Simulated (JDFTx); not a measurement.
Runs of JDFTx 1.7.0 (patched build) on SnSe2. Symmetry: P-3m1, No. 164, trigonal system. Conventional cell: a = 3.811 Å, b = 3.811 Å, c = 6.136 Å, α = 90.00°, β = 90.00°, γ = 120.00°. Sn (site symmetry -3m) has 6 Se at 2.68 Å as nearest neighbours. Se (site symmetry 3m) has 3 Sn at 2.68 Å as nearest neighbours. 

| task | level | potentials or basis | k mesh | smearing | local potential set to -Z/r beyond | max SCF steps | SCF threshold on the energy | solver of the electrons | further solve for the empty bands | mesh quality | gap on the mesh (eV) | pressure (GPa) | largest force (eV/Å) |
| --- | --- | --- | --- | --- | --- | --- | --- | --- | --- | --- | --- | --- | --- |
| single point | PBEsol | PseudoDojo-SR-PBEsol-0.4.1-standard with smoothed tails | 8 × 8 × 5 | gaussian 0.02 eV | 6 bohr | 100 | 1e-09 Ha | scf | yes | not flagged | 0.72 | 2.7 | (a) |
| single point | PBE | PseudoDojo-SR-PBE-0.5-standard | 8 × 8 × 5 | fermi-dirac 0.05 eV | - | 100 | 1e-09 Ha | scf | yes | not flagged | 0.79 | (c) | 0.82 |
| single point | PBE | PseudoDojo-SR-PBE-0.5-standard | 5 × 5 × 3 | fermi-dirac 0.05 eV | - | 100 | 1e-09 Ha | scf | yes | coarse | (b) | 5.9 | 0.77 |
| single point | LDA | PseudoDojo-SR-LDA-0.4.1-standard | 5 × 5 × 3 | fermi-dirac 0.05 eV | - | 100 | 1e-09 Ha | scf | yes | coarse | (d) | 1.0 | 0.45 |

Alike in all rows: no spin polarisation; cell as given; cutoff (eV) 1170.

**Question.** Estimate the missing entries.

**Answer.** (a) 0.63; (b) 0.77; (c) 5.7; (d) 0.63.

Caveats: spin-orbit coupling is left out, which moves the levels of the heavy elements; an odd mesh through Γ misses points on the zone boundary, where band edges often lie; this functional lacks dispersion, which binds the layers, so the pressure and a relaxed spacing across them are unreliable (some runs); the empty levels aren't tightly converged (some runs).

A k mesh can miss the band edges, and the runs leave out spin-orbit coupling on Se, Sn.

Not every run made on this cell is shown here.
